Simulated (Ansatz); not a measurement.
**Telling polymorphs of BaTiO3 apart by ⁴⁷Ti**

All values are calculated (Ansatz; DFT, PBE, plane waves and PAW, scalar-relativistic, 420 eV cutoff), not measured. Q(⁴⁷Ti) = 302.0 mb, I = 5/2. The cells come from the COD and the Materials Project (computed, not necessarily observed phases), with the atoms as given or relaxed (PBE, cell held). Calculated pressures reach 5 GPa in size in them. Spin–orbit coupling is left out, which moves gradients at and beside heavy atoms (Ba) by some per cent and at some sites by far more.

(1) Rank the structures by their largest ⁴⁷Ti |C_Q|, smallest first.
A. Pm-3m, 5 atoms in the cell run; Ti site: 6 O at 2.00 Å
B. R3m, 5 atoms in the cell run; Ti site: 6 O at 1.88–2.13 Å
C. P4mm, 5 atoms in the cell run; Ti site: 6 O at 1.85–2.17 Å
D. Amm2, 5 atoms in the cell run; Ti site: 6 O at 1.87–2.16 Å

Answers

(1) A (0 MHz), C (0.767 MHz), D (6.39 MHz), B (7.81 MHz).
